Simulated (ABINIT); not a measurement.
Wanted: the native input for an ABINIT 10.8.3 (patched build) run.

```
Task                                            : single point
Functional                                      : PBE
Potentials or basis                             : JTH PAW PBE v2.0
Cutoff                                          : 626 eV
k mesh                                          : 10 × 10 × 10
Occupations                                     : fermi-dirac, width 0.05 eV
Spin                                            : no spin polarisation
Fine-grid cutoff                                : 1224.51 eV
Exchange and correlation inside the PAW spheres : full angular mesh (pawxcdev 0, this build's default; the released program takes 1)
```

TiO2 (Anatase):

```
Ti O
1.0
    -1.89210    1.89210    4.75730
     1.89210   -1.89210    4.75730
     1.89210    1.89210   -4.75730
Ti O
2 4
Direct
  0.75000 0.25000 0.50000
  0.00000 0.00000 0.00000
  0.79190 0.79190 0.00000
  0.54190 0.04190 0.50000
  0.95810 0.45810 0.50000
  0.20810 0.20810 0.00000
```

The input as run:

run.abi

```
# Pseudopotentials
pp_dirpath "./"
pseudos "Ti.GGA_PBE-JTH.xml, O.GGA_PBE-JTH.xml"

# Structure
acell 3*1.0
rprim
    -3.5755508004     3.5755508004     8.9899940927
     3.5755508004    -3.5755508004     8.9899940927
     3.5755508004     3.5755508004    -8.9899940927
ntypat 2
znucl 22 8
natom 6
typat 1 1 2 2 2 2
xred
     0.7500000000     0.2500000000     0.5000000000
     0.0000000000     0.0000000000     0.0000000000
     0.7919000000     0.7919000000     0.0000000000
     0.5419000000     0.0419000000     0.5000000000
     0.9581000000     0.4581000000     0.5000000000
     0.2081000000     0.2081000000     0.0000000000

# Plane-wave basis
ecut 625.861884 eV
pawecutdg 45.0

# k points
kptopt 1
ngkpt 10 10 10
nshiftk 1
shiftk 0.0 0.0 0.0

# Exchange and correlation
ixc 11

# Bands and occupations
nband 29
occopt 3
tsmear 0.00183747

# SCF cycle
nstep 100
tolvrs 1.0e-9

# Output
iomode 3
prtwf 0
prtden 0
prteig 0
prtebands 0
enunit 1
```

Potentials or basis: JTH PAW PBE v2.0.

Run with:

```console
$ abinit run.abi > log 2>&1
```

It gave:

| Property | Result |
| --- | --- |
| Pressure | 5.5 GPa |
| Largest force | 0.108 eV/Å |
| Band gap on the k mesh | 2.13 eV, indirect (least direct gap 2.46 eV) |

Caveat: the atomic spheres overlap.

Run time: 11 min on 1 thread of Arm Neoverse V1, with other jobs on the host, peak memory 0.37 GiB.
